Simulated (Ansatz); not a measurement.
# Equation of state of SrTiO3 from a dense series

```xyz
5
Lattice="3.9050 0.0000 0.0000 0.0000 3.9050 0.0000 0.0000 0.0000 3.9050" Properties=species:S:1:pos:R:3 pbc="T T T"
Sr    0.0000    0.0000    0.0000
Ti    1.9525    1.9525    1.9525
O     0.0000    1.9525    1.9525
O     1.9525    0.0000    1.9525
O     1.9525    1.9525    0.0000
```

Atoms are numbered in the order listed.

The cell is COD entry 7212245, as deposited and not checked against the literature; nothing was relaxed.

Level of theory: DFT, PBE, all-electron LAPW, scalar-relativistic (Ansatz 0.2.0).

Numerical set-up: a Γ-centred 7×7×7 k mesh, Fermi–Dirac smearing of 0.05 eV, basis error target 1 meV/atom, no spin polarisation.

The cell is scaled evenly. Fractional coordinates are held (clamped ions).

| V (Å³/atom) | P (GPa) |
| --- | --- |
| 11.195 | 17.63 |
| 11.433 | 12.71 |
| 11.671 | 8.29 |
| 11.790 | 6.24 |
| 11.909 | 4.31 |
| 12.029 | 2.47 |
| 12.148 | 0.72 |
| 12.386 | -2.50 |

(1) Fit a third-order Birch–Murnaghan curve to the pressures.

(2) Predict the pressure at the withheld volume, 12.624 Å³/atom.

Answers

(1) P = (3B0/2)(y^(7/2) − y^(5/2))[1 + (3/4)(B0′ − 4)(y − 1)] with y = (V0/V)^(2/3) fits within 0.01 GPa for V0 = 12.199 Å³/atom, B0 = 170.1 GPa and B0′ = 4.36.

(2) There y = 0.9774, so the fit gives -5.41 GPa; the run gave -5.40 GPa.
